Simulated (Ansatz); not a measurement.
# C: the cost of one run

Method: DFT PBE, scalar-relativistic, plane waves, PAW, in Ansatz 0.2.0.

## (1) The system as given

It takes space group R-3m (No. 166, trigonal). The conventional cell has a = 2.456 Å, b = 2.456 Å, c = 10.041 Å, α = 90.00°, β = 90.00°, γ = 120.00°. Around C (site symmetry 3m) lie 3 C at 1.42 Å.

Structure file:

```
C
1.0
    -4.91212   -2.83601    6.69402
     4.91212   -2.83601    6.69402
     0.00000    5.67202    6.69402
C
64
Direct
  0.91800 0.16800 0.16800
  0.41800 0.16800 0.16800
  0.66800 0.41800 0.16800
  0.91800 0.66800 0.16800
  0.66800 0.16800 0.41800
  0.91800 0.41800 0.41800
  0.91800 0.16800 0.66800
  0.16800 0.41800 0.16800
  0.41800 0.66800 0.16800
  0.66800 0.91800 0.16800
  0.16800 0.16800 0.41800
  0.41800 0.41800 0.41800
  0.66800 0.66800 0.41800
  0.91800 0.91800 0.41800
  0.41800 0.16800 0.66800
  0.66800 0.41800 0.66800
  0.91800 0.66800 0.66800
  0.66800 0.16800 0.91800
  0.91800 0.41800 0.91800
  0.16800 0.91800 0.16800
  0.16800 0.66800 0.41800
  0.41800 0.91800 0.41800
  0.16800 0.41800 0.66800
  0.41800 0.66800 0.66800
  0.66800 0.91800 0.66800
  0.16800 0.16800 0.91800
  0.41800 0.41800 0.91800
  0.66800 0.66800 0.91800
  0.91800 0.91800 0.91800
  0.16800 0.91800 0.66800
  0.16800 0.66800 0.91800
  0.41800 0.91800 0.91800
  0.58200 0.08200 0.08200
  0.83200 0.33200 0.08200
  0.83200 0.08200 0.33200
  0.08200 0.08200 0.08200
  0.33200 0.33200 0.08200
  0.58200 0.58200 0.08200
  0.83200 0.83200 0.08200
  0.33200 0.08200 0.33200
  0.58200 0.33200 0.33200
  0.83200 0.58200 0.33200
  0.58200 0.08200 0.58200
  0.83200 0.33200 0.58200
  0.83200 0.08200 0.83200
  0.08200 0.58200 0.08200
  0.33200 0.83200 0.08200
  0.08200 0.33200 0.33200
  0.33200 0.58200 0.33200
  0.58200 0.83200 0.33200
  0.08200 0.08200 0.58200
  0.33200 0.33200 0.58200
  0.58200 0.58200 0.58200
  0.83200 0.83200 0.58200
  0.33200 0.08200 0.83200
  0.58200 0.33200 0.83200
  0.83200 0.58200 0.83200
  0.08200 0.83200 0.33200
  0.08200 0.58200 0.58200
  0.33200 0.83200 0.58200
  0.08200 0.33200 0.83200
  0.33200 0.58200 0.83200
  0.58200 0.83200 0.83200
  0.08200 0.83200 0.83200
```

The runs take a perfect supercell of 64 atoms; the defect goes to fractional position (0.917, 0.250, 0.833).

## (2) The perfect supercell

The input, input.yaml:

```yaml
crystal:
  lattice:
    - [-4.912115, -2.836011, 6.694023]
    - [4.912115, -2.836011, 6.694023]
    - [0.0, 5.672022, 6.694023]
  atoms:
    - { symbol: C, position: [0.918, 0.168, 0.168] }
    - { symbol: C, position: [0.418, 0.168, 0.168] }
    - { symbol: C, position: [0.668, 0.418, 0.168] }
    - { symbol: C, position: [0.918, 0.668, 0.168] }
    - { symbol: C, position: [0.668, 0.168, 0.418] }
    - { symbol: C, position: [0.918, 0.418, 0.418] }
    - { symbol: C, position: [0.918, 0.168, 0.668] }
    - { symbol: C, position: [0.168, 0.418, 0.168] }
    - { symbol: C, position: [0.418, 0.668, 0.168] }
    - { symbol: C, position: [0.668, 0.918, 0.168] }
    - { symbol: C, position: [0.168, 0.168, 0.418] }
    - { symbol: C, position: [0.418, 0.418, 0.418] }
    - { symbol: C, position: [0.668, 0.668, 0.418] }
    - { symbol: C, position: [0.918, 0.918, 0.418] }
    - { symbol: C, position: [0.418, 0.168, 0.668] }
    - { symbol: C, position: [0.668, 0.418, 0.668] }
    - { symbol: C, position: [0.918, 0.668, 0.668] }
    - { symbol: C, position: [0.668, 0.168, 0.918] }
    - { symbol: C, position: [0.918, 0.418, 0.918] }
    - { symbol: C, position: [0.168, 0.918, 0.168] }
    - { symbol: C, position: [0.168, 0.668, 0.418] }
    - { symbol: C, position: [0.418, 0.918, 0.418] }
    - { symbol: C, position: [0.168, 0.418, 0.668] }
    - { symbol: C, position: [0.418, 0.668, 0.668] }
    - { symbol: C, position: [0.668, 0.918, 0.668] }
    - { symbol: C, position: [0.168, 0.168, 0.918] }
    - { symbol: C, position: [0.418, 0.418, 0.918] }
    - { symbol: C, position: [0.668, 0.668, 0.918] }
    - { symbol: C, position: [0.918, 0.918, 0.918] }
    - { symbol: C, position: [0.168, 0.918, 0.668] }
    - { symbol: C, position: [0.168, 0.668, 0.918] }
    - { symbol: C, position: [0.418, 0.918, 0.918] }
    - { symbol: C, position: [0.582, 0.082, 0.082] }
    - { symbol: C, position: [0.832, 0.332, 0.082] }
    - { symbol: C, position: [0.832, 0.082, 0.332] }
    - { symbol: C, position: [0.082, 0.082, 0.082] }
    - { symbol: C, position: [0.332, 0.332, 0.082] }
    - { symbol: C, position: [0.582, 0.582, 0.082] }
    - { symbol: C, position: [0.832, 0.832, 0.082] }
    - { symbol: C, position: [0.332, 0.082, 0.332] }
    - { symbol: C, position: [0.582, 0.332, 0.332] }
    - { symbol: C, position: [0.832, 0.582, 0.332] }
    - { symbol: C, position: [0.582, 0.082, 0.582] }
    - { symbol: C, position: [0.832, 0.332, 0.582] }
    - { symbol: C, position: [0.832, 0.082, 0.832] }
    - { symbol: C, position: [0.082, 0.582, 0.082] }
    - { symbol: C, position: [0.332, 0.832, 0.082] }
    - { symbol: C, position: [0.082, 0.332, 0.332] }
    - { symbol: C, position: [0.332, 0.582, 0.332] }
    - { symbol: C, position: [0.582, 0.832, 0.332] }
    - { symbol: C, position: [0.082, 0.082, 0.582] }
    - { symbol: C, position: [0.332, 0.332, 0.582] }
    - { symbol: C, position: [0.582, 0.582, 0.582] }
    - { symbol: C, position: [0.832, 0.832, 0.582] }
    - { symbol: C, position: [0.332, 0.082, 0.832] }
    - { symbol: C, position: [0.582, 0.332, 0.832] }
    - { symbol: C, position: [0.832, 0.582, 0.832] }
    - { symbol: C, position: [0.082, 0.832, 0.332] }
    - { symbol: C, position: [0.082, 0.582, 0.582] }
    - { symbol: C, position: [0.332, 0.832, 0.582] }
    - { symbol: C, position: [0.082, 0.332, 0.832] }
    - { symbol: C, position: [0.332, 0.582, 0.832] }
    - { symbol: C, position: [0.582, 0.832, 0.832] }
    - { symbol: C, position: [0.082, 0.832, 0.832] }
basis:
  ecutwfc: 420
  fft_grid_basis: typed
kpoints:
  mp_grid: { grid: [3, 3, 3] }
hamiltonian:
  xc: pbe
  pseudopotentials: { kind: paw }
scf:
  occupations: { method: gaussian, width: 0.05 }
output:
  forces: true
  stress: false
  eigenvalues: true
  bader: false
  write_density: true
  volumetric_format: npy
```

The run is started by

```bash
$ ansatz run input.yaml --threads 4 --pin off --max-ram 10240MiB --backend cpu --events-out ev --progress --plain --runs-dir out
```

**Question.** How long does this run take on 4 threads of Arm Neoverse V1, shared host, and how much memory does it need?

About 24 s, with a peak of 2.7 GiB.
